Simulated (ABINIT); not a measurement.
Runs of ABINIT 10.8.3 (patched build) on As. The structure is trigonal, space group R-3m (No. 166). Conventional cell: a = 3.762 Å, b = 3.762 Å, c = 10.542 Å, α = 90.00°, β = 90.00°, γ = 120.00°. Around As (site symmetry 3m) lie 3 As at 2.51 Å. 

| task | level | potentials or basis | cell | k mesh | cutoff (eV) | cell freedom (optcell) | optimiser (ionmov) | cutoff smearing ecutsm (Ha) | force stop (Ha/bohr) | stop of the response cycle (tolvrs) | gap on the mesh (eV) | pressure (GPa) | largest force (eV/Å) |
| --- | --- | --- | --- | --- | --- | --- | --- | --- | --- | --- | --- | --- | --- |
| single point | LDA | PseudoDojo NC SR LDA v0.4.1 standard | as given | 7 × 7 × 7 | 1088 | - | - | - | - | - | none | -1.7 | 0.23 |
| single point | PBEsol | PseudoDojo NC SR PBEsol v0.4.1 standard | as given | 7 × 7 × 7 | 1034 | - | - | - | - | - | none | -1.5 | (b) |
| relaxation of cell and atoms | PBEsol | PseudoDojo NC SR PBEsol v0.4.1 standard | relaxed | 7 × 7 × 7 | 1143 | 2 | 2 | 0.5 | 2e-05 | - | 0.34 | 0.0 | - |
| phonons at a zone-boundary q | LDA | JTH PAW LDA v2.0 sp | as given | 8 × 8 × 8 | 272 | - | - | - | - | 1e-08 | none | (a) | 0.29 |
| phonons | LDA | PseudoDojo NC SR LDA v0.4.1 standard | as given | 6 × 6 × 6 | 1088 | - | - | - | - | 1e-08 | none | -1.7 | 0.16 |

Alike in all rows: no spin polarisation; smearing fermi-dirac 0.05 eV.

Q: Estimate the missing entries.

A: (a) -1.3; (b) 0.34.

Caveats: an odd mesh through Γ misses points on the zone boundary, where band edges often lie (some runs); the cutoff is short for stress, so the pressure is rough (some runs); this set keeps more shells in the core, which shifts pressures and gaps (some runs); the mesh is coarse for a metal's response (some runs).

A k mesh can miss the band edges, and the runs leave out spin-orbit coupling on As.

A gap of «none» marks a metal or a gap under the smearing width.

The runs don't all hold the same shells in valence.

Runs at the PBE level aren't shown here.
